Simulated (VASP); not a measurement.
# VASP 6.6.1, PBE single-point calculation, TePb (rocksalt)

INCAR

```
ISIF = 2
PREC = Accurate
EDIFF = 1E-7
LWAVE = .FALSE.
LELF = .TRUE.
ISMEAR = -1
IBRION = -1
NELM = 120
SIGMA = 0.02
NSW = 0
GGA = PE
LREAL = .FALSE.
NBANDS = 17
LASPH = .TRUE.
ENCUT = 520
LCHARG = .TRUE.
```

KPOINTS

```
KPOINTS created by Atomic Simulation Environment
0
Gamma
8 8 8
0 0 0
```

KPOINTS_OPT

```
special points
7
Reciprocal
0.0000000000 0.0000000000 0.0000000000 1
0.5000000000 0.0000000000 0.5000000000 1
0.6250000000 0.2500000000 0.6250000000 1
0.3750000000 0.3750000000 0.7500000000 1
0.5000000000 0.5000000000 0.5000000000 1
0.5000000000 0.2500000000 0.7500000000 1
0.0000000000 0.0000000000 0.5000000000 1
```

POSCAR

```
Pb Te
 1.0000000000000000
    -0.0000000000000000    3.2678368488178133    3.2678368488178133
     3.2678368488178133   -0.0000000000000000    3.2678368488178133
     3.2678368488178133    3.2678368488178133   -0.0000000000000000
 Pb  Te
   1   1
Cartesian
 -0.0000000000000000  0.0000000000000000  0.0000000000000000
  3.2678368488178129  3.2678368488178129  3.2678368488178129
```

VASP ran with the recommended PBE PAW datasets (20 valence electrons in the cell).

Command

```
mpirun -np 1 vasp_std
```

OSZICAR

```
N       E                     dE             d eps       ncg     rms          rms(c)
DAV:   1     0.150553281429E+03    0.15055E+03   -0.90872E+03   986   0.113E+03
DAV:   2     0.249639288222E+01   -0.14806E+03   -0.14333E+03  1047   0.288E+02
DAV:   3    -0.738754734459E+01   -0.98839E+01   -0.98329E+01  1249   0.824E+01
DAV:   4    -0.764834043851E+01   -0.26079E+00   -0.26067E+00  1254   0.150E+01
DAV:   5    -0.765792392465E+01   -0.95835E-02   -0.95832E-02  1409   0.255E+00    0.308E+00
DAV:   6    -0.752238537483E+01    0.13554E+00   -0.30374E-01  1420   0.372E+00    0.189E+00
DAV:   7    -0.751882806501E+01    0.35573E-02   -0.87336E-02  1221   0.139E+00    0.905E-01
DAV:   8    -0.752106955927E+01   -0.22415E-02   -0.10364E-02  1178   0.102E+00    0.149E-01
DAV:   9    -0.752087058901E+01    0.19897E-03   -0.15198E-03  1478   0.400E-01    0.644E-02
DAV:  10    -0.752091438099E+01   -0.43792E-04   -0.16265E-04  1143   0.904E-02    0.201E-02
DAV:  11    -0.752092027558E+01   -0.58946E-05   -0.34533E-05  1373   0.460E-02    0.128E-02
DAV:  12    -0.752092036747E+01   -0.91893E-07   -0.19077E-06  1244   0.112E-02    0.984E-03
DAV:  13    -0.752091985123E+01    0.51624E-06   -0.71390E-07  1196   0.633E-03    0.295E-03
DAV:  14    -0.752091989452E+01   -0.43294E-07   -0.28187E-07  1044   0.394E-03
   1 F= -.75209199E+01 E0= -.75209199E+01  d E =-.256130E-10
       N       E                     dE             ncg
DAV:   1     0.974648068901E+03   -0.30307E+04      238
DAV:   2    -0.932450607016E+02   -0.10679E+04      256
DAV:   3    -0.169681396324E+03   -0.76436E+02      310
DAV:   4    -0.171723330766E+03   -0.20419E+01      330
DAV:   5    -0.171792434846E+03   -0.69104E-01      322
DAV:   6    -0.171794912562E+03   -0.24777E-02      345
DAV:   7    -0.171794934686E+03   -0.22124E-04      320
DAV:   8    -0.171794935164E+03   -0.47767E-06      304
DAV:   9    -0.171794935170E+03   -0.65154E-08      235
```

From OUTCAR

```
k-points           NKPTS =     29   k-points in BZ     NKDIM =     29   number of bands    NBANDS=     17

   NELECT =      20.0000    total number of electrons

   dimension x,y,z NGX =    36 NGY =   36 NGZ =   36
   dimension x,y,z NGXF=    72 NGYF=   72 NGZF=   72

  energy-cutoff  :      520.00
  volume of cell :       69.79
      direct lattice vectors                 reciprocal lattice vectors
     0.000000000  3.267836849  3.267836849    -0.153006415  0.153006415  0.153006415
     3.267836849  0.000000000  3.267836849     0.153006415 -0.153006415  0.153006415
     3.267836849  3.267836849  0.000000000     0.153006415  0.153006415 -0.153006415

 k-points in reciprocal lattice and weights: KPOINTS created by Atomic Simulation Env
   0.00000000  0.00000000  0.00000000       0.002
   0.12500000  0.00000000  0.00000000       0.016
   0.25000000  0.00000000  0.00000000       0.016
   0.37500000  0.00000000  0.00000000       0.016
   0.50000000  0.00000000  0.00000000       0.008
   0.12500000  0.12500000  0.00000000       0.012
   0.25000000  0.12500000  0.00000000       0.047
   0.37500000  0.12500000  0.00000000       0.047
   ...

 E-fermi :   5.5942

 k-point     1 :       0.0000    0.0000    0.0000
  band No.  band energies     occupation
      1     -11.4780      2.00000
      2     -11.4780      2.00000
      3     -11.4714      2.00000
      4     -11.4714      2.00000
      5     -11.4714      2.00000
      6      -6.5493      2.00000
      7      -0.4875      2.00000
      8       3.9739      2.00000
      9       3.9739      2.00000
     10       3.9739      2.00000
     11       9.2306      0.00000
     12       9.2306      0.00000
     13       9.2306      0.00000
     14      11.0662      0.00000
     15      11.0662      0.00000
     16      11.0662      0.00000
     17      12.6647      0.00000

 k-point     2 :       0.1250    0.0000    0.0000
  band No.  band energies     occupation
      1     -11.4796      2.00000
      2     -11.4796      2.00000
      3     -11.4710      2.00000
      4     -11.4694      2.00000
      5     -11.4694      2.00000
      6      -6.4218      2.00000
      7      -0.8759      2.00000
      8       4.0121      2.00000
      9       4.0121      2.00000
     10       4.1814      2.00000
     11       8.4820      0.00000
     12       8.6656      0.00000
     13       8.6656      0.00000
     14      10.9158      0.00000
     15      11.3510      0.00000
     16      11.3510      0.00000
     17      13.5738      0.00000

 k-point     3 :       0.2500    0.0000    0.0000
  band No.  band energies     occupation
      1     -11.4840      2.00000
      2     -11.4840      2.00000
      3     -11.4701      2.00000
      4     -11.4641      2.00000
      5     -11.4641      2.00000
      6      -6.0561      2.00000
      7      -1.7679      2.00000
      8       4.1303      2.00000
      9       4.1303      2.00000
     10       4.5808      2.00000
     11       7.3334      0.00000
     12       7.6795      0.00000
     13       7.6795      0.00000
     14      11.2123      0.00000
     15      12.1301      0.00000
     16      12.1301      0.00000
     17      15.3437      0.00000

 k-point     4 :       0.3750    0.0000    0.0000
  band No.  band energies     occupation
      1     -11.4887      2.00000
      2     -11.4887      2.00000
      3     -11.4693      2.00000
      4     -11.4585      2.00000
      5     -11.4585      2.00000
      6      -5.5347      2.00000
      7      -2.7253      2.00000
      8       4.3062      2.00000
      9       4.3062      2.00000
     10       4.9552      2.00000
     11       6.4213      0.00000
     12       6.8729      0.00000
     13       6.8729      0.00000
     14      12.2550      0.00000
     15      13.3246      0.00000
     16      13.3246      0.00000
     17      15.7597      0.00000

 k-point     5 :       0.5000    0.0000    0.0000
  band No.  band energies     occupation
      1     -11.4907      2.00000
      2     -11.4907      2.00000
      3     -11.4690      2.00000
      4     -11.4562      2.00000
      5     -11.4562      2.00000
      6      -5.2020      2.00000
      7      -3.2207      2.00000
      8       4.4095      2.00000
      9       4.4095      2.00000
     10       5.1871      2.00000
     11       5.9909      0.00000
     12       6.5460      0.00000
     13       6.5460      0.00000
     14      13.5454      0.00000
     15      14.3594      0.00000
     16      14.4445      0.00000
     17      14.4445      0.00000

 k-point     6 :       0.1250    0.1250    0.0000
  band No.  band energies     occupation
      1     -11.4833      2.00000
      2     -11.4766      2.00000
      3     -11.4726      2.00000
      4     -11.4682      2.00000
      5     -11.4682      2.00000
      6      -6.3797      2.00000
      7      -0.9358      2.00000
      8       3.7267      2.00000
      9       3.7267      2.00000
     10       4.7174      2.00000
     11       7.4538      0.00000
     12       9.2727      0.00000
     13       9.2727      0.00000
     14      10.2836      0.00000
     15      11.8383      0.00000
     16      11.8383      0.00000
     17      13.0045      0.00000

 k-point     7 :       0.2500    0.1250    0.0000
  band No.  band energies     occupation
      1     -11.4893      2.00000
      2     -11.4780      2.00000
      3     -11.4725      2.00000
      4     -11.4647      2.00000
      5     -11.4633      2.00000
      6      -6.0949      2.00000
      7      -1.5403      2.00000
      8       3.5895      2.00000
      9       3.6524      2.00000
     10       4.8401      2.00000
     11       6.8561      0.00000
     12       8.7400      0.00000
     13       8.8596      0.00000
     14      10.2319      0.00000
     15      12.4606      0.00000
     16      12.6716      0.00000
     17      14.0763      0.00000

 k-point     8 :       0.3750    0.1250    0.0000
  band No.  band energies     occupation
      1     -11.4943      2.00000
      2     -11.4827      2.00000
      3     -11.4702      2.00000
      4     -11.4610      2.00000
      5     -11.4576      2.00000
      6      -5.6229      2.00000
      7      -2.4002      2.00000
      8       3.6566      2.00000
      9       3.7409      2.00000
     10       4.3368      2.00000
     11       7.0338      0.00000
     12       7.9299      0.00000
     13       8.0207      0.00000
     14      10.8891      0.00000
     15      13.4392      0.00000
     16      13.8317      0.00000
     17      15.4227      0.00000

 k-point     9 :       0.5000    0.1250    0.0000
  band No.  band energies     occupation
      1     -11.4956      2.00000
      2     -11.4871      2.00000
      3     -11.4680      2.00000
      4     -11.4585      2.00000
      5     -11.4554      2.00000
      6      -5.1816      2.00000
      7      -3.0703      2.00000
      8       3.4752      2.00000
      9       3.9308      2.00000
     10       4.3431      2.00000
     11       6.9216      0.00000
     12       7.2566      0.00000
     13       7.8129      0.00000
     14      12.1656      0.00000
     15      14.1177      0.00000
     16      14.5354      0.00000
     17      14.8343      0.00000

 k-point    10 :      -0.3750    0.1250    0.0000
  band No.  band energies     occupation
      1     -11.4923      2.00000
      2     -11.4888      2.00000
      3     -11.4677      2.00000
      4     -11.4580      2.00000
      5     -11.4578      2.00000
      6      -5.2935      2.00000
      7      -2.9275      2.00000
      8       3.1567      2.00000
      9       4.3148      2.00000
     10       4.7867      2.00000
     11       6.4938      0.00000
     12       6.7810      0.00000
     13       8.3618      0.00000
     14      12.3290      0.00000
     15      13.1830      0.00000
     16      14.0773      0.00000
     17      15.3176      0.00000

 k-point    11 :      -0.2500    0.1250    0.0000
  band No.  band energies     occupation
      1     -11.4871      2.00000
      2     -11.4862      2.00000
      3     -11.4691      2.00000
      4     -11.4632      2.00000
      5     -11.4603      2.00000
      6      -5.7925      2.00000
      7      -2.1599      2.00000
      8       3.1364      2.00000
      9       4.5131      2.00000
     10       5.0540      2.00000
     11       6.5272      0.00000
     12       6.8695      0.00000
     13       8.9654      0.00000
     14      11.3138      0.00000
     15      12.0496      0.00000
     16      13.8247      0.00000
     17      14.4666      0.00000

 ...

  Total        0.2532537      0.2532537      0.2532537      0.0000000     -0.0000000      0.0000000
  in kB        5.8137361      5.8137361      5.8137361      0.0000000     -0.0000000      0.0000000
  external PRESSURE =       5.8137361 kB  Pullay stress =       0.0000000 kB

 POSITION                                       TOTAL-FORCE (eV/Angst)
 -----------------------------------------------------------------------------------
      0.00000      0.00000      0.00000        -0.000000      0.000000     -0.000000
      3.26784      3.26784      3.26784         0.000000     -0.000000      0.000000
 -----------------------------------------------------------------------------------
    total drift:                               -0.000000      0.000000      0.000000

  FREE ENERGIE OF THE ION-ELECTRON SYSTEM (eV)
  ---------------------------------------------------
  free  energy   TOTEN  =        -7.5209198945 eV

  energy  without entropy=       -7.5209198945  energy(sigma->0) =       -7.52091989
```

The gap between bands v and c is 0.80 eV and the least direct gap is 0.80 eV. The pressure is 0.6 GPa.

Band v is the last that the valence electrons fill when counted band by band, and c is the next.

The run took about 48 s on one core of a shared host (Intel Xeon Platinum 8488C) and held 0.23 GiB at most.
